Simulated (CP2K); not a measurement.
The system is SiO2.

```xyz
12
Lattice="7.0305 0.0000 0.0000 -1.4182 6.8860 0.0000 -0.5395 -5.2903 4.5988" Properties=species:S:1:pos:R:3 pbc="T T T"
Si    0.4079    3.6207    1.9103
Si   -0.2185   -3.7751    4.2097
Si    4.6649   -2.0251    2.6885
Si    5.2912    5.3707    0.3891
O     3.2455   -2.6452    2.2994
O     0.0000    0.0000    0.0000
O     5.4182   -1.5510    1.3483
O     0.6334    2.3488    0.9511
O     1.0727   -3.7393    3.2505
O     4.4394   -0.7532    3.6477
O     5.5378   -3.1462    3.4491
O    -0.4651    4.7418    1.1497
```

The cell comes from a database or a generator and needn't be the stable form of this composition.

Base run:

```yaml
Program: CP2K 2026.2
Functional: r2SCAN
Dispersion: rVV10
Potentials_or_basis: POTENTIAL_UZH Si GTH-SCAN-q4, O GTH-SCAN-q6; DZVP-MOLOPT-SCAN-GTH basis
Density_cutoff: 11565 eV
k_mesh: 5 × 5 × 5
Occupations: fermi-dirac, width 0.05 eV
Spin: no spin polarisation
```

Its results: band gap on the k mesh 7.29 eV, indirect (least direct gap 7.31 eV); pressure -0.4 GPa; largest force 0.114 eV/Å.

Question: The run is repeated on the same cell with these changes: dispersion from rVV10 to D4. What comes out?

Answer: Band gap on the k mesh 7.35 eV, direct; pressure -0.4 GPa; largest force 0.104 eV/Å.

Caveats: an odd mesh through Γ misses points on the zone boundary, where band edges often lie; the basis of atomic orbitals isn't converged, which shifts pressures, moduli and gaps.
